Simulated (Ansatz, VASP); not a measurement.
# Cross-check of GaP between VASP and Ansatz

Wanted: the spread between two codes on one cell, functional and k mesh. The cell is taken from a series of runs on this material, whose earlier steps may have relaxed, scaled, displaced or heated it; both programs get it as it stands.

Calculated with Ansatz 0.2.0; plane waves, with VASP 6.6.1 beside it; single point at HSE06.

## Step 1: The starting structure

It takes space group I-4m2 (No. 119, tetragonal). The conventional cell has a = 3.731 Å, b = 3.731 Å, c = 5.581 Å, α = 90.00°, β = 90.00°, γ = 90.00°. Nearest to Ga lie 4 P at 2.33 Å. Nearest to P lie 4 Ga at 2.33 Å. Farther neighbours are not listed.

## Step 2: Ansatz: single point, HSE06

Ansatz runs on its PAW soft_1 files.

A single point gives forces, pressure and levels at one fixed geometry, so differences don't come from the geometry; what else differs is listed under the comparison.

File input.yaml:

```yaml
crystal:
  lattice:
    - [3.73052203, 0.0, 0.0]
    - [0.0, 3.73052203, 0.0]
    - [0.0, 0.0, 5.5805367961]
  atoms:
    - { symbol: Ga, position: [0.0, 0.0, 0.0] }
    - { symbol: Ga, position: [0.5, 0.5, 0.5] }
    - { symbol: P, position: [0.5, 0.0, 0.75] }
    - { symbol: P, position: [0.0, 0.5, 0.25] }
kpoints:
  mp_grid: { grid: [5, 5, 4] }
scf:
  occupations: { method: fermi_dirac, width: 0.02 }
hamiltonian:
  xc: hse06
  pseudopotentials: { kind: paw, azcp: { folder: soft_1 } }
basis:
  ecutwfc: 600
output:
  forces: true
  stress: true
```

Run with:

```
$ ansatz run input.yaml --threads 8 --pin off --max-ram 18432MiB --backend cpu --events-out ev --progress --plain --runs-dir out
```

Numbers of over 12 decimals in the logs are rounded to 6 here.

Log:

```text
Warning: output.stress: scf.convergence.dr2_threshold = 1e-7 eV (the SCF's general default) is looser than the 4e-10 eV advised for a printed stress (1e-10 eV for each atom of the cell: 4). What an SCF threshold leaves in a stress goes as its square root, and in the free energy as the threshold itself, and one threshold admits the most on a small cell: [figures from the program's tests cut] Set scf.convergence.dr2_threshold to 4e-10 eV or tighter. The threshold is an SCF's pass mark: one that does not reach it within its budget of iterations ends unconverged, or closes short of it on a stop that the run arms, and scf.convergence.dr2_threshold's page says what that costs each kind of run
Warning: output.stress: scf.exx.energy_threshold = 1e-6 eV is looser than the 4e-8 eV advised for a stress under a hybrid functional (1e-8 eV for each atom of the cell: 4). Every SCF of the exchange loop can meet its threshold on dr2 while the loop round them stops early: no threshold on dr2 bounds what that leaves in the stress. Set scf.exx.energy_threshold to 4e-8 eV or tighter. The threshold is the loop's pass mark: a loop that does not reach it within its budget of cycles ends unconverged, and scf.exx.energy_threshold's page has the law
Engine: ansatz 0.2.0, aarch64-unknown-linux-gnu
Pseudopotentials: kind: paw
Pseudopotential: Ga, paw, valence charge 13, recommended cutoff 420 eV (normal), soft_1/Ga.paw.azcp
Pseudopotential: P, paw, valence charge 5, recommended cutoff 420 eV (normal), soft_1/P.paw.azcp
Functional definition: HSE06
  parameter a = 0.25
  parameter omega = 0.11/bohr
  exchange = pbe_x - a*pbe_x_sr(omega) + a*exact_x_sr(omega)
  correlation = pbe_c
Crystal: 4 atoms, lattice volume = 77.663 Å³
Basis set: ecut = 600 eV, 2599 PW (Γ), exchange–correlation on 60×60×90 points (8 copies of the dense FFT grid, shifted against one another)
Bands: 22, of which v1, the nominal top of the filled ones, is band 18 counted from 1 (17 counted from 0)
Symmetry: 16 space group operations
Space group: I-4m2 (ITA 119), of the structure as read, at distance tolerance 4.3e-5 Å
k-points: 18 of 100 (time reversal used)
Non-local potential: Ga, projectors of the file, l = 0: 2, l = 1: 2, l = 2: 3, l = 3: 1
Non-local potential: P, projectors of the file, l = 0: 2, l = 1: 2, l = 2: 1
PAW form: soft (Blöchl's): semilocal exchange-correlation on the pseudo side does not see the compensation charge
PAW frozen core: Ga, regenerated for the run's functional, and the local potential with it (the file was generated under x = pbe(κ = 0.804, μ = 0.219515), c = pbe(β = 0.066725))
PAW frozen core: P, regenerated for the run's functional, and the local potential with it (the file was generated under x = pbe(κ = 0.804, μ = 0.219515), c = pbe(β = 0.066725))
PAW one-centre angular grid: Ga, 590 points (default); XC on 64 Gauss nodes
PAW one-centre angular grid: P, 110 points (default); XC on 64 Gauss nodes
Initial density: superposition of atomic densities (chi_scale 0.1, normalization cell, long waves kept (reshape's long-wave potential 0.00 eV rms))
Initial wavefunctions: pseudopotential atomic-orbital guess
Functional: x = pbe(κ = 0.804, μ = 0.219515), c = pbe(β = 0.066725), warm-up for x = pbe(κ = 0.804, μ = 0.219515) + 0.25 (exact − pbe) at short range (hse, ω = 0.207870 Å⁻¹), c = pbe(β = 0.066725); HSE06 as pw.x's `hse` composes it (authors' and Libxc's form: `xc: wpbeh`)
SCF iter   1: F=—  HF=-9079.140893 eV  |F-HF|=—  |Δ(HF+E_count)|=         —  Δρ=4.60e-2  dr2=1.40e0  ethr=1.00e-1  ⟨swp⟩=5.1  Hψ=1189  notcnv=0
preconditioner: auto → none  [insulator: Δε(μ)=1.628 eV  Ē_g=13.960 eV  σ=0.020 eV  W_gap=1.00  n_scr=20 (ndim 8)  ℏωp=25.3 eV  f_vac=0.000  D(μ)=0.00/eV (n_scr^D=0)]
SCF iter   2: F=—  HF=-9078.951630 eV  |F-HF|=—  |Δ(HF+E_count)|=   1.89e-1  Δρ=2.45e-2  dr2=2.49e-1  ethr=3.88e-3  ⟨swp⟩=4.9  Hψ=1099  notcnv=0  defer=6
SCF iter   3: F=—  HF=-9078.953149 eV  |F-HF|=—  |Δ(HF+E_count)|=   1.52e-3  Δρ=6.24e-3  dr2=2.77e-2  ethr=6.92e-4  ⟨swp⟩=4.2  Hψ=1158  notcnv=0  defer=7
iter 4 solved again at ethr=5.25e-6 eV; its pass at ethr=7.70e-5 eV (dr2=1.89e-3 eV) is discarded
SCF iter   4: F=—  HF=-9078.939471 eV  |F-HF|=—  |Δ(HF+E_count)|=   1.37e-2  Δρ=2.65e-3  dr2=1.88e-3  ethr=5.25e-6  ⟨swp⟩=2.5  Hψ=2170  notcnv=0  defer=7
SCF iter   5: F=-9078.938912 eV  HF=-9078.938898 eV  |F-HF|=1.40e-5  |Δ(HF+E_count)|=   5.73e-4  Δρ=5.17e-4  dr2=9.06e-5  ethr=5.23e-6  ⟨swp⟩=4.3  Hψ=1151  notcnv=0  defer=7
SCF 1 stopped early in 5 iterations: F = -9078.938912 eV  dr2 = 9.06e-5
  greatest PAW one-centre occupation: 0.994 electrons in one spin orbital (limit 2), on the Ga atom at site 1 (counted from 0), in its partial waves of l = 2
Initial density: handed on by an earlier stage of this run
Initial wavefunctions: those handed on with the density
Functional: x = pbe(κ = 0.804, μ = 0.219515) + 0.25 (exact − pbe) at short range (hse, ω = 0.207870 Å⁻¹), c = pbe(β = 0.066725); HSE06 as pw.x's `hse` composes it (authors' and Libxc's form: `xc: wpbeh`)
Exchange kernel: α = 0.2500, screened, ω = 0.2079 Å⁻¹, Wigner–Seitz truncation, v(0) = 1044.6075 eV·Å³, q-mesh 5×5×4, nearest image of the exchange supercell L = 18.65 Å, pair-density grid 20×20×30, without the augmentation charges, whose exchange is taken in its separable form by FFT convolution over the k-point mesh (sized by the pseudopotential files, 30×30×45 at the most), smooth part of the exact exchange by density-matrix convolution
Frozen-core exchange: fock
SCF iter   1: F=—  HF=-9081.121305 eV  |F-HF|=—  |Δ(HF+E_count)|=         —  Δρ=1.50e-2  dr2=7.08e-2  ethr=2.52e-6  ⟨swp⟩=8.2  Hψ=2178  notcnv=0
preconditioner: auto → none  [insulator: Δε(μ)=1.882 eV  Ē_g=16.782 eV  σ=0.020 eV  W_gap=1.00  n_scr=20 (ndim 8)  ℏωp=25.3 eV  f_vac=0.004  D(μ)=0.00/eV (n_scr^D=0)]
SCF iter   2: F=—  HF=-9081.092165 eV  |F-HF|=—  |Δ(HF+E_count)|=   2.91e-2  Δρ=2.60e-3  dr2=5.42e-3  ethr=2.52e-6  ⟨swp⟩=5.0  Hψ=1690  notcnv=0
SCF iter   3: F=—  HF=-9081.107408 eV  |F-HF|=—  |Δ(HF+E_count)|=   1.52e-2  Δρ=2.71e-3  dr2=2.42e-3  ethr=2.52e-6  ⟨swp⟩=4.4  Hψ=1558  notcnv=0
SCF iter   4: F=—  HF=-9081.106954 eV  |F-HF|=—  |Δ(HF+E_count)|=   4.54e-4  Δρ=6.54e-4  dr2=1.81e-4  ethr=2.52e-6  ⟨swp⟩=3.0  Hψ=968  notcnv=0
SCF iter   5: F=—  HF=-9081.107294 eV  |F-HF|=—  |Δ(HF+E_count)|=   3.40e-4  Δρ=2.36e-4  dr2=2.38e-5  ethr=4.12e-7  ⟨swp⟩=4.3  Hψ=998  notcnv=0  defer=3
SCF iter   6: F=-9081.107283 eV  HF=-9081.107283 eV  |F-HF|=2.58e-8  |Δ(HF+E_count)|=   1.15e-5  Δρ=2.64e-5  dr2=3.59e-6  ethr=5.70e-8  ⟨swp⟩=3.9  Hψ=1135  notcnv=0
SCF 2 stopped early in 6 iterations: F = -9081.107283 eV  dr2 = 3.59e-6
hybrid outer 1: dexx = +1.737e-2 eV, tail = 8.89e-5 eV
Exchange kernel: α = 0.2500, screened, ω = 0.2079 Å⁻¹, Wigner–Seitz truncation, v(0) = 1044.6075 eV·Å³, q-mesh 5×5×4, nearest image of the exchange supercell L = 18.65 Å, pair-density grid 20×20×30, without the augmentation charges, whose exchange is taken in its separable form by FFT convolution over the k-point mesh (sized by the pseudopotential files, 30×30×45 at the most), smooth part of the exact exchange by density-matrix convolution
Frozen-core exchange: fock
SCF iter   1: F=—  HF=-9081.106590 eV  |F-HF|=—  |Δ(HF+E_count)|=         —  Δρ=7.80e-5  dr2=4.68e-6  ethr=1.23e-6  ⟨swp⟩=5.7  Hψ=996  notcnv=0
preconditioner: auto → none  [insulator: Δε(μ)=1.921 eV  Ē_g=16.586 eV  σ=0.020 eV  W_gap=1.00  n_scr=20 (ndim 8)  ℏωp=25.3 eV  f_vac=0.005  D(μ)=0.00/eV (n_scr^D=0)]
SCF iter   2: F=—  HF=-9081.106590 eV  |F-HF|=—  |Δ(HF+E_count)|=   4.91e-8  Δρ=1.68e-5  dr2=5.76e-7  ethr=1.06e-8  ⟨swp⟩=4.1  Hψ=1205  notcnv=0
SCF iter   3: F=—  HF=-9081.106593 eV  |F-HF|=—  |Δ(HF+E_count)|=   3.29e-6  Δρ=1.92e-5  dr2=3.16e-7  ethr=4.66e-10  ⟨swp⟩=5.1  Hψ=1536  notcnv=0  defer=4
SCF iter   4: F=—  HF=-9081.106593 eV  |F-HF|=—  |Δ(HF+E_count)|=   1.14e-7  Δρ=2.54e-6  dr2=9.16e-8  ethr=4.66e-10  ⟨swp⟩=3.6  Hψ=889  notcnv=0
SCF iter   5: F=—  HF=-9081.106593 eV  |F-HF|=—  |Δ(HF+E_count)|=   3.51e-7  Δρ=2.85e-6  dr2=2.25e-8  ethr=1.33e-11  ⟨swp⟩=5.3  Hψ=1544  notcnv=0  defer=7
SCF iter   6: F=-9081.106593 eV  HF=-9081.106593 eV  |F-HF|=5.98e-10  |Δ(HF+E_count)|=   4.65e-8  Δρ=1.01e-6  dr2=3.77e-10  ethr=1.13e-11  ⟨swp⟩=4.3  Hψ=1076  notcnv=0  defer=9
SCF 3 converged in 6 iterations: F = -9081.106593 eV  dr2 = 3.77e-10
  Residual-converged pass: ⟨swp⟩=2.9  Hψ=778  notcnv=0  max |occ|·‖R‖ = 2.4e-6 eV (tolerance 2.4e-6 eV)  dr2=3.80e-10  dr2_onsite=5.54e-10  max |Δocc| = 0.0e0
hybrid outer 2: dexx = +3.383e-6 eV, tail = 6.76e-8 eV, Δε = 2.69e-3 eV (about 8.99e-5 eV left of the loop's levels)
hybrid SCF converged: 2 outer / 12 inner (+5 warm-up), last move |dexx| = 3.38e-6 eV, tail = 6.76e-8 eV
Stability not checked: this state was not tested for a lower state beside it, because the functional holds exact exchange (a hybrid, or Hartree-Fock), whose exchange loop this test does not read (fock_operator; see scf.lower_state_search)
Free energy (F): -9081.106592 eV
Frozen-core exchange: fock
Harris-Foulkes:  -9081.106592 eV  (|F-HF|=5.98e-10)
Internal energy: -9081.106592 eV  (E = F + TS)
E sigma→0 (E₀):  -9081.106592 eV
Fermi energy:    8.246026 eV
--- Per-component energies (eV) ---
  E_band       = -175.997882
  E_kinetic    = 362.283372
  E_local      = -3300.642743  (includes V_loc(G=0)·N_el)
  E_nonlocal   = -118.270971
  E_hartree    = 2020.603592
  E_xc         = -221.027396
  E_vxc        = -190.252893  (∫ρ·V_xc dr)
  E_exx        = -112.812938  (= α·E_x^exact, valence–valence)
  E_paw        = -5048.521755  (= ΣΔE_a)
  E_vpaw       = -744.694729  (= ΣTr[D̂ρ^β])
  E_aug_tail   = -0.000028  (compensation charges beyond the density's cutoff)
  E_ewald      = -2662.790921
  E_core_change = 0.073197  (= ΣΔE_core)
  E_smearing   = -0.000000  (= −TS)
  E_closure    = -0.000001  (closes the sum)
  Σ components = -9081.106592   (vs F -9081.106592, Δ=1.82e-12)
--- Forces (eV/Å), atoms counted from 1 ---
  atom   1  Ga     0.00000000     0.00000000    -0.00000000
  atom   2  Ga     0.00000000    -0.00000000    -0.00000000
  atom   3  P      0.00000000    -0.00000000     0.00000000
  atom   4  P      0.00000000     0.00000000     0.00000000
  max |Σ_I F_I| component: 9.87e-17 eV/Å
--- Stress (GPa, compression-positive) ---
        6.637107       0.000000      -0.000000
        0.000000       6.637107       0.000000
       -0.000000      -0.000000       1.228502
  P = ⅓ Tr σ = 4.8342 GPa (48.342 kbar)
--- Band table (eV; the first three rows and the last of 18) ---
  k-point 0: bands = [... 14 lower, 4.3814, 6.9218, 7.2919, 7.2919, 9.6688, 10.0858]
  k-point 1: bands = [... 14 lower, 4.6652, 5.3890, 6.5976, 6.5976, 9.7844, 10.6453]
  k-point 2: bands = [... 14 lower, 5.4718, 5.4718, 5.4718, 5.4718, 10.3814, 10.3814]
  k-point 17: bands = [... 14 lower, 2.7771, 2.7771, 4.1999, 4.1999, 11.5154, 11.5154]
  guard bands above this table: 2 of the run's 22 bands. The solve was not asked for them (output.publish_guard_bands: true or output.eigenvalues: true publishes all)
```

The run ends at a pressure of 4.83 GPa.

[end of part 1 of 2]

[Lines on the potential files, build, host, timing and source positions are cut from VASP's logs without a mark.]

[Logs are printed without paths, hosts, clocks, repeated set-up lines and the standing remarks that a program may print on its own settings, such as how far it seeks lower states.]

[Hosts, paths, dates, database ids (printed as entryN), source tags and the programs' standing remarks are cut or masked in the printed files.]
